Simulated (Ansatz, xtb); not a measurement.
# Two isomers of C4H10O

We compare a, `CC[C@H](C)O`, a singlet, with b, `CC(C)(C)O`, a singlet. Both are isolated molecules in the gas phase, relaxed with B3LYP-D3(BJ)/def2-SVP; the shapes shown needn't be the lowest conformers.

a (Å):

```
atom    x (Å)   y (Å)    z (Å)
   C   1.0937  3.6094  -0.2880
   C   0.1865  2.5929   0.4033
   C   0.8089  1.8868   1.6139
   C   2.0247  1.0312   1.2630
   O  -0.1692  1.1201   2.3017
   H   1.9812  3.1341  -0.7349
   H   1.4485  4.3738   0.4234
   H   0.5595  4.1326  -1.0963
   H  -0.1336  1.8213  -0.3235
   H  -0.7347  3.0856   0.7557
   H   1.1197  2.6588   2.3404
   H   2.8483  1.6329   0.8488
   H   1.7565  0.2674   0.5111
   H   2.3917  0.5131   2.1614
   H  -0.4748  0.4293   1.6976
```

b (Å):

```xyz
15

C    -2.2251   -0.0460    2.3647
C    -2.0206    0.3294    0.8912
C    -0.5351    0.2580    0.5148
C    -2.5856    1.7198    0.6037
O    -2.7702   -0.5597    0.0603
H    -3.2965   -0.0278    2.6152
H    -1.6950    0.6469    3.0371
H    -1.8437   -1.0620    2.5636
H     0.0679    0.9640    1.1075
H    -0.4028    0.4928   -0.5521
H    -0.1366   -0.7550    0.6949
H    -2.4671    1.9624   -0.4631
H    -2.0700    2.4872    1.2005
H    -3.6594    1.7480    0.8425
H    -2.4407   -1.4549    0.2150
```

Energies in hartree; the thermal terms are from GFN2-xTB frequencies at re-optimised GFN2-xTB minima (ideal gas, soft modes damped towards free rotors, one conformer each, 298.15 K, 1 atm) and include the zero-point energy:

|  | a | b |
| --- | --- | --- |
| E, CCSD(T)/def2-SVP | −232.837448 | −232.844711 |
| E, MP2/def2-SVP | −232.752418 | −232.760160 |
| E, MP2/def2-TZVPP | −233.198077 | −233.205821 |
| zero-point energy | 0.134272 | 0.133213 |
| H(298 K) − E | 0.142034 | 0.141149 |
| G(298 K) − E | 0.104433 | 0.103836 |

Task: Correct the CCSD(T) difference for the basis set by the MP2 change, then work out ΔE, ΔE₀, ΔH and ΔG for a → b in kcal/mol (1 Eh = 627.51 kcal/mol) and the equilibrium ratio [b]/[a].

Result: 1. Differences b − a: CCSD(T) −0.007263, MP2 in the small set −0.007742, MP2 in the large set −0.007744 Eh.
2. ΔE = −0.007263 + (−0.007744 − (−0.007742)) = −0.007265 Eh = −4.56 kcal/mol.
3. ΔE₀ = ΔE + ΔZPE = −0.007265 + (−0.001059) Eh = −5.22 kcal/mol.
4. ΔH = ΔE + (−0.000885) Eh = −5.11 kcal/mol.
5. ΔG = ΔE + (−0.000597) Eh = −4.93 kcal/mol, so ΔS = (ΔH − ΔG)/T = −2.5 J/(mol K).
6. kT = 0.9442 mEh, so K = [b]/[a] = exp(−ΔG/kT) = exp(+8.33) ≈ 4.1 × 10^3.

Structure b is favoured at this temperature. An error of 1 kcal/mol in ΔG would change K by a factor of 5.4. Mirror images and further conformers aren't counted.

As drawn, both hold the same kinds of bond in the same numbers. Structure a has 2 methyl groups, b 3.

Other levels gave ΔE = −2.8 (GFN2-xTB); −2.4 (HF/STO-3G, GFN2-xTB geometries); −4.2 (r2SCAN-D4/def2-SVP, GFN2-xTB geometries); −3.2 (B3LYP-D3(BJ)/def2-SVP); −3.2 (HF/def2-SVP); −4.9 (MP2/def2-SVP); −4.6 (CCSD(T)/def2-SVP) kcal/mol. The correlated steps freeze 5 core orbitals. Programs: Ansatz 0.2.0, xtb 6.7.1.
